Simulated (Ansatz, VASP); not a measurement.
## Two plane-wave programs on TiN

```xyz
2
Lattice="0.0000 2.1020 2.1020 2.1020 0.0000 2.1020 2.1020 2.1020 0.0000" Properties=species:S:1:pos:R:3 pbc="T T T"
Ti    0.0000    0.0000    0.0000
N     2.1020    2.1020    2.1020
```

Alike in both runs: functional PBEsol; k mesh 14 × 14 × 14; occupations gaussian, width 0.1 eV; no spin polarisation.

Ansatz relaxed the structure, and its values are those at the end. VASP's run is a single point on that final structure, the one shown.

|  | VASP | Ansatz |
| --- | --- | --- |
| version | VASP 6.6.1 | Ansatz 0.2.0 |
| potentials or method | VASP PAW PBE potentials, release 64 (Ti_sv, N) | scalar-relativistic, plane waves, PAW |
| plane-wave cutoff (eV) | 520 | 420 |
| valence electrons in the cell | 17 | 17 |

```tsv
	VASP	Ansatz	Ansatz less VASP
gap on the k mesh at the Fermi level (eV)	none	none	-
pressure (GPa)	0.5	0.0	-0.51
```

A gap of «none» marks a metal or a gap that the smearing closes. The functional is the same, so the differences come from potentials, cutoffs and numerics. Ansatz warned: «pseudo_functional_mismatch».

Caveats: the PAW data sets were made with another functional, which shifts forces and pressure a little (VASP).
